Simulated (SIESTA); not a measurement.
The system is TiB2.

```
Ti B
1.0
     3.02920    0.00000    0.00000
    -1.51460    2.62336    0.00000
     0.00000    0.00000    3.22840
Ti B
1 2
Direct
  0.00000 0.00000 0.00000
  0.66667 0.33333 0.50000
  0.33333 0.66667 0.50000
```

Program: SIESTA 5.4.2. Alike in all runs: no spin polarisation; cell as given; k mesh 10 × 10 × 8; smearing fermi-dirac 0.05 eV; grid cutoff 800 Ry.

Order these runs on this cell by their pressure, lowest first.
A. level vdW-DF-cx; potentials or basis PseudoDojo 0.4 standard (PBE files), DZP (energy shift 0.003 Ry; two zetas on semicore shells); energy shift 0.003 Ry
B. level AM05; potentials or basis PseudoDojo 0.4 standard (PBEsol files), DZP (energy shift 0.002 Ry); energy shift 0.002 Ry
C. level PBE; potentials or basis PseudoDojo 0.4 standard (PBE files), DZP (energy shift 0.002 Ry); energy shift 0.002 Ry
D. level PBEsol; potentials or basis PseudoDojo 0.4 standard (PBEsol files), DZP (energy shift 0.003 Ry; two zetas on semicore shells); energy shift 0.003 Ry

B (-3.7 GPa), D (-2.1 GPa), A (-0.4 GPa), C (2.2 GPa).

Caveats: the basis of atomic orbitals isn't converged, which shifts pressures, moduli and gaps; the potentials were made for another functional, which shifts forces and pressure (some runs); semicore shells carry a single zeta, which can move pressures by several GPa and volumes by a few percent (some runs).

Not every run made on this cell is shown here.
